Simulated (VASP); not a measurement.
# Ti₃Al: restarted molecular dynamics, 2 variants

Ti₃Al, P-6m2 (no. 187), 8 atoms in the cell. PBE, molecular dynamics; PAW potentials Ti, Al (PBE set).

| Restart from | Temperature at the end (K) | The same without a restart (K) | Potential energy at the end (eV/atom) | The same without a restart (eV/atom) | Electronic steps in the first step after the restart | Time (s) |
|---|---|---|---|---|---|---|
| CONTCAR with velocities, WAVECAR read | 1421.0 | 1421.0 | -6.73366 | -6.73365 | 8 | 177 |
| CONTCAR with velocities, no WAVECAR | 1421.0 | 1421.0 | -6.73367 | -6.73365 | 21 | 180 |

Limits: 120 fs of 8 atoms are too short for converged averages; the cell is only 2.9 Å across, so each atom moves in step with near copies of itself.

## Input of the first row

INCAR.step1:
```
  ALGO = Fast
  EDIFF = 1E-6
  ENCUT = 240
  GGA = PE
  IBRION = 0
  ISIF = 2
  ISMEAR = -1
  ISYM = 0
  KPAR = 2
  LASPH = True
  LCHARG = False
  LREAL = Auto
  LWAVE = True
  MDALGO = 4
  NELM = 60
  NELMIN = 4
  NHC_NCHAINS = 3
  NHC_PERIOD = 30
  NSW = 30
  POTIM = 2.0
  PREC = Normal
  RANDOM_SEED = 117713 0 0
  SIGMA = 0.069
  TEBEG = 1600
```

INCAR.step2, as INCAR.step1 but for:
```
- LWAVE = True
+ LWAVE = False
```

KPOINTS:
```
k-points
0
Gamma
  4 3 2
```

POSCAR.step1:
```
Ti3Al
1.0
    2.9275422229      0.0000000000      0.0000000000
    0.0000000000      5.0706518714      0.0000000000
    0.0000000000      0.0000000000      9.2263620000
Ti Al
6 2
Direct
    0.0000000000      0.3333333334      0.2494060000
    0.4999999999      0.8333333334      0.2494060000
    0.0000000000      0.3333333334      0.7505940000
    0.4999999999      0.8333333334      0.7505940000
    0.5000000000      0.1666666666      0.0000000000
    0.0000000000      0.6666666667      0.0000000000
    0.5000000000      0.1666666666      0.5000000000
    0.0000000000      0.6666666667      0.5000000000
```

Commands (each step's output is kept before the next begins):
```
cat potpaw_PBE.64/Ti/POTCAR potpaw_PBE.64/Al/POTCAR > POTCAR
cp INCAR.step1 INCAR
cp POSCAR.step1 POSCAR
mpirun -np 2 vasp_std > vasp.out
cp CONTCAR POSCAR
cp INCAR.step2 INCAR
mpirun -np 2 vasp_std > vasp.out
```

Changes of the last row against the first:
```
(step 1)
- LWAVE = True
+ LWAVE = False
```

VASP 6.6.1 took 177 s on 2 cores (Intel Xeon Platinum 8488C (Sapphire Rapids)), a shared host.
